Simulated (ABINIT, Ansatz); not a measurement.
# InP (F-43m): modes at Γ and the response to a field

Wanted: the vibrations of InP (F-43m) at Γ, by two programs.

Main program and level: ABINIT 10.8.3; DFT LDA, scalar-relativistic, plane waves, PseudoDojo norm-conserving pseudopotentials.

**What experiment says.**

“Universal growth of ultra-thin III–V semiconductor single crystals” (2020, pmc:7414113) reports for InP, zinc blende, by Raman, 532 nm excitation (bulk InP reference crystal): Raman mode (TO, bulk) 306 cm⁻¹ [bulk reference spectrum shown in the supplement; assignment to TO implied by order].

Report form: the programs' logs are mostly left out.

The database entry behind the starting cell differs from later determinations by our own check (0.1 to 0.3 % short, probably kX units), so it need not match the best structure at ambient conditions.

In doubt: the program warns that the response may not be converged on this k-mesh (step 8), which bears on the force constants and all frequencies.

**1. Starting point**

The structure is cubic, space group F-43m (No. 216). The conventional cell has a = 5.823 Å, b = 5.823 Å, c = 5.823 Å, α = 90.00°, β = 90.00°, γ = 90.00°. In has 4 P at 2.52 Å nearest. Nearest to P lie 4 In at 2.52 Å. Farther neighbours are not listed.

**2. Relaxation**

The harmonic expansion needs vanishing forces, and a free crystal bears no stress, so cell and atoms are brought to rest. Stress is more sensitive to the basis than forces are: the last 3 Ha under the cutoff are smoothed with ecutsm, and the cutoff is raised above that of the later runs.

The starting cell comes from a relaxation made beforehand in Ansatz (LDA, PseudoDojo NC).

relax.abi

```
# relaxation
ionmov 2
optcell 2
dilatmx 1.08
ntime 40
tolmxf 1.0d-05
tolvrs 1.0d-14
prtwf 0
prtden 0
chksymtnons 0

# basis, mesh and filling
ecut 39.0
ecutsm 3.0
ngkpt 10 10 10
nshiftk 1
shiftk 0.0 0.0 0.0
istwfk *1
occopt 1
nband 9
nstep 100
diemac 9.0
prtebands 0
prtgsr 0
useylm 1

# cell and atoms
acell 7.781276602 7.781276602 7.781276602
rprim 
    0.0 0.7071067812 0.7071067812
    0.7071067812 0.0 0.7071067812
    0.7071067812 0.7071067812 0.0
ntypat 2
znucl 49 15
natom 2
typat 1 2
xred 
    0.0 0.0 0.0
    0.25 0.25 0.25
pp_dirpath "./pseudo"
pseudos "In.upf, P.upf"
```

Command:

```
> OMP_NUM_THREADS=1 mpirun -n 4 abinit relax.abi > relax.log
```

Elapsed: 73 s, on 4 MPI ranks of Arm Neoverse V1, shared host.

Little changed from the start: no atom moved by 0.005 Å and no cell edge by 0.1 %.

This step gave:

* volume per atom: 24.68 Å³
* pressure: 2.52e-6 GPa

**3. Ground state**

The response is built on these wavefunctions, so the potential is converged far more tightly than an energy would need. The mesh is shifted off Γ, since shifted meshes converge sums over the zone faster.

gs.abi

```
# ground state
tolvrs 1.0d-16
prtden 1
prtwf 1

# basis, mesh and filling
ecut 31.0
ngkpt 8 8 8
nshiftk 4
shiftk 
    0.5 0.5 0.5
    0.5 0.0 0.0
    0.0 0.5 0.0
    0.0 0.0 0.5
istwfk *1
occopt 1
nband 9
nstep 100
diemac 9.0
prtebands 0
prtgsr 0
useylm 1

# cell and atoms
acell 7.780833968 7.780833968 7.780833968
rprim 
    0.0 0.7071067812 0.7071067812
    0.7071067812 0.0 0.7071067812
    0.7071067812 0.7071067812 0.0
ntypat 2
znucl 49 15
natom 2
typat 1 2
xred 
    0.0 0.0 0.0
    0.25 0.25 0.25
pp_dirpath "./pseudo"
pseudos "In.upf, P.upf"
```

Command:

```
> OMP_NUM_THREADS=1 mpirun -n 4 abinit gs.abi > gs.log
```

It took 30 s on 4 MPI ranks.

Read from the output:

- pressure: -0.5754 GPa

The cell stands at -0.58 GPa: the relaxation ran with a smoothed and higher cutoff and on another k mesh.

**4. The gap at rest**

Empty bands on the ground state's density check that the gap assumed so far is there in this cell.

gap.abi

```
# empty bands on the ground state's density
iscf -2
getden_filepath "gso_DEN"
tolwfr 1.0d-12
nbdbuf 2
prtwf 0

# basis, mesh and filling
ecut 31.0
ngkpt 12 12 12
nshiftk 1
shiftk 0.0 0.0 0.0
istwfk *1
occopt 1
nband 13
nstep 100
diemac 9.0
prtebands 0
prtgsr 0
useylm 1

# cell and atoms
acell 7.780833968 7.780833968 7.780833968
rprim 
    0.0 0.7071067812 0.7071067812
    0.7071067812 0.0 0.7071067812
    0.7071067812 0.7071067812 0.0
ntypat 2
znucl 49 15
natom 2
typat 1 2
xred 
    0.0 0.0 0.0
    0.25 0.25 0.25
pp_dirpath "./pseudo"
pseudos "In.upf, P.upf"
```

Command:

```
> OMP_NUM_THREADS=1 mpirun -n 4 abinit gap.abi > gap.log
```

Wall time 17 s (4 MPI ranks).

Read from the output:

```yaml
gap_on_the_k_mesh: 0.5943 eV
```

In this cell the gap on the mesh is 0.59 eV, direct, so fixed occupations hold.

**5. Linear response at Γ**

The derivative of the wavefunctions by k comes first, since the response to a field is built on it; then the field and the displacements that symmetry doesn't supply are solved at q = 0.

It reads the wavefunctions written in step 3.

dfpt_gamma.abi

```
ndtset 2

# common to the responses
getwfk_filepath "gso_WFK"
kptopt 2
nqpt 1
qpt 0.0 0.0 0.0
asr 0
chneut 0

# d/dk
rfelfd1 2
rfdir1 1 1 1
iscf1 -3
tolwfr1 1.0d-20

# displacements, field
rfphon2 1
rfatpol2 1 2
rfdir2 1 1 1
rfelfd2 3
getddk2 1
tolvrs2 1.0d-10
prtwf2 0

# basis, mesh and filling
ecut 31.0
ngkpt 8 8 8
nshiftk 4
shiftk 
    0.5 0.5 0.5
    0.5 0.0 0.0
    0.0 0.5 0.0
    0.0 0.0 0.5
istwfk *1
occopt 1
nband 9
nstep 100
diemac 9.0
prtebands 0
prtgsr 0
useylm 1

# cell and atoms
acell 7.780833968 7.780833968 7.780833968
rprim 
    0.0 0.7071067812 0.7071067812
    0.7071067812 0.0 0.7071067812
    0.7071067812 0.7071067812 0.0
ntypat 2
znucl 49 15
natom 2
typat 1 2
xred 
    0.0 0.0 0.0
    0.25 0.25 0.25
pp_dirpath "./pseudo"
pseudos "In.upf, P.upf"
```

Command:

```
> OMP_NUM_THREADS=1 mpirun -n 4 abinit dfpt_gamma.abi > dfpt_gamma.log
```

It took 38 min on 4 MPI ranks.

Read from the output:

- miss of the charge sum rule: 0.004993 e
- largest acoustic frequency at the zone centre before the sum rule: 0.35 cm⁻¹
- highest optical zone-centre mode (no LO-TO term): 304.1 cm⁻¹
- lowest optical zone-centre mode: 304.1 cm⁻¹
- mean high-frequency dielectric constant: 11.53
- largest Born charge in size (third of the trace): 2.462 e

Born charge (rows field, columns displacement), before the sum rule (e), principal values of the symmetric part by kind of site:

| atom | atoms with these values | low | middle | high | mean |
| --- | --- | --- | --- | --- | --- |
| In1 | 1 | 2.46 | 2.46 | 2.46 | 2.46 |
| P2 | 1 | -2.46 | -2.46 | -2.46 | -2.46 |

In full for P2:

```
-2.46  0.00  0.00
 0.00 -2.46  0.00
 0.00  0.00 -2.46
```

High-frequency dielectric tensor:

```
11.53  0.00  0.00
 0.00 11.53  0.00
 0.00  0.00 11.53
```

The acoustic modes at Γ come out as far as 0.3 cm⁻¹ from zero, where they should vanish, a small numerical error; the Born charges miss their sum rule by 0.0050 e, which is good.

**6. Modes with the sum rule**

anaddb reads the merged derivatives, imposes the acoustic sum rule and charge neutrality, and adds the LO-TO term along chosen directions.

anaddb.abi

```
ddb_filepath "gamma_DDB"
output_file "anaddb.abo"
outdata_prefix "anaddb"
asr 1
chneut 1
enunit 2
eivec 1
nph1l 1
qph1l 0.0 0.0 0.0 1.0
dieflag 1
nph2l 3
qph2l 
    1.0 0.0 0.0 0.0
    0.0 0.0 1.0 0.0
    1.0 1.0 1.0 0.0
```

mrgddb.in

```
gamma_DDB
merged
2
dfpt_gammao_DS2_DDB
gso_DDB
```

Command:

```
> mrgddb < mrgddb.in > mrgddb.log
> OMP_NUM_THREADS=1 anaddb anaddb.abi > anaddb.log
```

Run time: 0.51 s. Hardware: 1 thread.

This step gave:

```yaml
mean_static_dielectric_constant: 14.20
highest_mode_moved_by_the_lo_to_term: 337.6 cm⁻¹
```

No LO-TO term; unit eigenvectors of the mass-weighted matrix, from anaddb's displacements. The modes at Γ (shares of kinetic energy by element, %):

| mode | frequency (cm⁻¹) | symmetry | In % | P % |
| --- | --- | --- | --- | --- |
| 1 | 0.0 | acoustic | 79 | 21 |
| 2 | 0.0 | acoustic | 79 | 21 |
| 3 | 0.0 | acoustic | 79 | 21 |
| 4 | 304.1 | T2 | 21 | 79 |
| 5 | 304.1 | T2 | 21 | 79 |
| 6 | 304.1 | T2 | 21 | 79 |

Displacements in mode 4 (304.1 cm⁻¹), the largest set to 1:
```
In1  0.00  0.00  0.27
P2   0.00  0.00 -1.00
```

Trace of the oscillator strength, degenerate modes summed. Lines of the infrared spectrum (strongest = 100):

| position (cm⁻¹) | lines merged | IR intensity, relative |
| --- | --- | --- |
| 304 | 3 | 100 |

Static dielectric tensor (ions relaxed, fixed cell):

```
14.20  0.00  0.00
 0.00 14.20  0.00
 0.00  0.00 14.20
```

The rule moves no optical mode by more than 0.1 cm⁻¹.

**7. Sum rules set otherwise (asr 0)**

Without the rule the raw error of the acoustic modes shows.

anaddb.abi: that of step 6 with these lines changed.

```diff
@@ -3,4 +3,4 @@
 outdata_prefix "anaddb"
-asr 1
-chneut 1
+asr 0
+chneut 0
 enunit 2
```

mrgddb.in is that of step 6.

It took 0.5 s on 1 thread.

Read from the output:

```yaml
mean_static_dielectric_constant: 14.21
```

Zone-centre frequencies as printed; negative means imaginary. Modes:

| mode | frequency (cm⁻¹) |
| --- | --- |
| 1 | 0.35 |
| 2 | 0.35 |
| 3 | 0.35 |
| 4 | 304.1 |
| 5 | 304.1 |
| 6 | 304.1 |

**8. Cross-check with Ansatz**

The same cell, potentials and cutoff go through another code, on another k mesh. Its k mesh is centred on Γ.

This step: DFT LDA, scalar-relativistic, plane waves, PseudoDojo norm-conserving pseudopotentials (Ansatz 0.2.0).

input.yaml

```yaml
crystal:
  lattice:
    - [0.0, 2.9114697575, 2.9114697575]
    - [2.9114697575, 0.0, 2.9114697575]
    - [2.9114697575, 2.9114697575, 0.0]
  atoms:
    - { symbol: In, position: [0.0, 0.0, 0.0] }
    - { symbol: P, position: [0.25, 0.25, 0.25] }
kpoints:
  mp_grid: { grid: [12, 12, 12] }
hamiltonian:
  xc: lda
  pseudopotentials: { kind: nc, accuracy: standard }
scf:
  occupations: { method: fixed }
output:
  eigenvalues: true
basis:
  ecutwfc: 843.553
phonons:
  method: dfpt
  dielectric: true
  rigid_motions: translations
```

Command:

```
> ansatz run input.yaml --threads 4 --pin off --max-ram 16384MiB --backend cpu --events-out ev --progress --plain --runs-dir out
```

Elapsed: 73 s, on 4 threads; peak memory 1.8 GiB.

Read from the output:

| Quantity | Value |
| --- | --- |
| sum-rule residual before enforcement | 2.45e-4 eV/Å² |
| miss of the charge sum rule | 8.93e-4 e |
| estimated error of the dielectric tensor | 0.03476 |
| estimated error of the Born charges | 0.01446 e |
| mean high-frequency dielectric constant | 11.60 |
| largest Born charge in size (third of the trace) | 2.461 e |
| mean static dielectric constant | 14.27 |
| highest mode moved by the LO-TO term | 337.4 cm⁻¹ |

Transverse modes. Lines of the infrared spectrum (strongest = 100):

| position (cm⁻¹) | label | IR intensity ((D/Å)²/amu), degenerate modes summed, relative |
| --- | --- | --- |
| 304 | T2 | 100 |

The log warns that the force constants on this k mesh are to be taken as unconverged.

**9. Side by side: ABINIT PseudoDojo and Ansatz, PseudoDojo**

Numbers from this step:

* root-mean-square difference: 0.01 cm⁻¹
* largest difference: 0.01 cm⁻¹

Frequencies side by side, by row:

| q (reciprocal lattice) | mode | ABINIT PseudoDojo (cm⁻¹) | Ansatz, PseudoDojo (cm⁻¹) |
| --- | --- | --- | --- |
| 0 0 0 | 1 | 0 | 0 |
| 0 0 0 | 2 | 0 | 0 |
| 0 0 0 | 3 | 0 | 0 |
| 0 0 0 | 4 | 304.1 | 304.1 |
| 0 0 0 | 5 | 304.1 | 304.1 |
| 0 0 0 | 6 | 304.1 | 304.1 |

The two runs side by side. Further quantities:

| quantity | ABINIT PseudoDojo | Ansatz, PseudoDojo |
| --- | --- | --- |
| mean ε∞ | 11.53 | 11.6 |
| largest Born charge in size (e; the first before, the second after the charge sum rule) | 2.462 | 2.461 |
| summed IR intensity ((D/Å)²/amu) | 17.17 | 17.18 |

At the zone centre the largest difference (acoustic modes at Γ apart) is 0.003 % of the highest mode.

**10. Results**

```yaml
space_group_after_relaxation: F-43m
volume_per_atom: 24.7 Å³
highest_optical_zone_centre_mode_no_lo_to_term: 304.1 cm⁻¹
highest_mode_moved_by_the_lo_to_term: 337.6 cm⁻¹
mean_high_frequency_dielectric_constant: 11.5
largest_born_charge_in_size_third_of_the_trace: 2.46 e
mean_static_dielectric_constant: 14.2
imaginary_optical_modes_at_the_zone_centre_no_q_mesh_in_this_session: none
largest_difference_from_ansatz_pseudodojo: 0.01 cm⁻¹
```

What this shows: At the LDA level the optical modes of InP (F-43m) at the zone centre (no LO-TO term) lie at 304 cm⁻¹. The base run prints -0.58 GPa, mostly the error of a finite basis; the relaxation, with a smoothed and higher cutoff, had brought the cell to rest. Along the directions run, the highest mode that the macroscopic field moves lies at 338 cm⁻¹. Lattice motion raises the mean dielectric constant from 11.53 to 14.20. The Born charge of In is 2.457 e against a formal charge of +3, somewhat under it. The Lyddane-Sachs-Teller relation holds: (ωLO/ωTO)² is 1.23 and ε₀/ε∞ is 1.23. ABINIT PseudoDojo and Ansatz, PseudoDojo agree to 0.01 cm⁻¹ (0.003 % of the highest mode compared) on all solved modes but the acoustic ones at Γ, without the LO-TO term. These are harmonic frequencies at zero temperature: anharmonic shifts and linewidths and thermal expansion are left out. Ansatz warns that the cutoff lies 11 % under the one recommended for these files; agreement at one cutoff is not convergence. Ansatz's log warns that force constants on this k mesh are to be taken as unconverged.

Computed beside measured:

```
                   quantity  measured  LDA PseudoDojo norm-conserving, ABINIT
Raman mode, TO, bulk (cm⁻¹)       306                            304 (-0.6 %)
```

Measured values from pmc:7414113 (2020).

**Verdict.** The Raman mode is off by -0.6 %. For Raman mode the calculation has a static lattice, without zero-point motion or thermal expansion. Limits of convergence are named above.

[Host names and launcher messages were left out of these logs when they were recorded.]

[Logs are printed without paths, hosts, clocks, repeated set-up lines and the standing remarks that a program may print on its own settings, such as how far it seeks lower states.]

[Hosts, paths, dates, database ids (printed as entryN), source tags and the programs' standing remarks are cut or masked in the printed files.]
